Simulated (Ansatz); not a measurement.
S: do energies and stresses tell the same story?

These are results of DFT PBEsol, scalar-relativistic, plane waves, PAW in Ansatz 0.2.0, not measurements.

Plane waves to 420 eV, a k mesh through Γ of 6×6×6 on the computed 6-atom cell and Gaussian smearing (0.02 eV); no spin polarisation.

Relaxed cell: R-3, a = 10.419 Å, b = 10.419 Å, c = 4.378 Å, α = 90.00°, β = 90.00°, γ = 120.00°, 6 atoms in the primitive cell. This form isn't the element's structure at ambient conditions.

Energies at zero smearing and pressures from the stress tensor, at volumes with shape and atoms relaxed:
```
V (Å³/atom) E − E(first) (meV/atom) P (GPa)
     21.492                     0.00    0.569
     22.178                    -1.71    0.245
     22.864                    -2.22    0.000
     23.550                    -1.84   -0.162
     24.236                    -0.93   -0.283
```

Question: Check P = −dE/dV between neighbouring volumes, and get the bulk modulus from the pressures alone.

Answer: With 1 eV/Å³ = 160.2 GPa:
```
middle V (Å³/atom)  −ΔE/ΔV (GPa) mean P (GPa)
            21.835         0.400         0.407
            22.521         0.120         0.123
            23.207        -0.089        -0.081
            23.893        -0.213        -0.223
```

The two differ by 0.010 GPa at most. The mean of two end pressures misses the average over a step by about ΔV² P″/12, up to 0.007 GPa here; with that taken off 0.010 GPa remains. Around V = 22.864 Å³/atom, the two neighbours give B = −V ΔP/ΔV = 22.864 × 0.407 / 1.372 = 6.8 GPa, against B0 = 6.6 GPa from the Birch–Murnaghan fit of the energies, which describes these points poorly (B0' = 11.9).

The cell holds molecules, and where no dispersion correction was added their binding is poorly described.